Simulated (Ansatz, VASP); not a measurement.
# Two plane-wave programs on GaAs

```
Ga As
1.0
     0.00000    2.87509    2.87509
     2.87509    0.00000    2.87509
     2.87509    2.87509    0.00000
Ga As
1 1
Direct
  0.00000 0.00000 0.00000
  0.75000 0.75000 0.75000
```

The cell is a database's computed one.

Alike in both runs: task relaxation of cell and atoms; functional PBEsol; k mesh 10 × 10 × 10; occupations gaussian, width 0.01 eV; no spin polarisation.

|  | VASP | Ansatz |
| --- | --- | --- |
| version | VASP 6.6.1 | Ansatz 0.2.0 |
| potentials or method | VASP PAW PBE potentials, release 64 (Ga_d, As) | scalar-relativistic, plane waves, PAW |
| plane-wave cutoff (eV) | 600 | 420 |
| valence electrons in the cell | 18 | 28 |

|  | VASP | Ansatz | Ansatz less VASP |
| --- | --- | --- | --- |
| gap on the k mesh at the Fermi level, each at its own relaxed structure (eV) | 0.42 | 0.42 | +0.006 |
| relaxed volume (Å³/atom) | 22.71 | 22.66 | -0.051 |
| relaxed cell length with the largest relative difference (Å) | 4.005 | 4.002 | -0.0030 |
| energy change over the relaxation (meV/atom) | -10 | -11 | -0.8 |

The two sets of potentials don't hold the same shells in valence. Ansatz warned: «pseudo_functional_mismatch».

Caveats: the PAW data sets were made with another functional, which shifts forces and pressure a little (VASP).
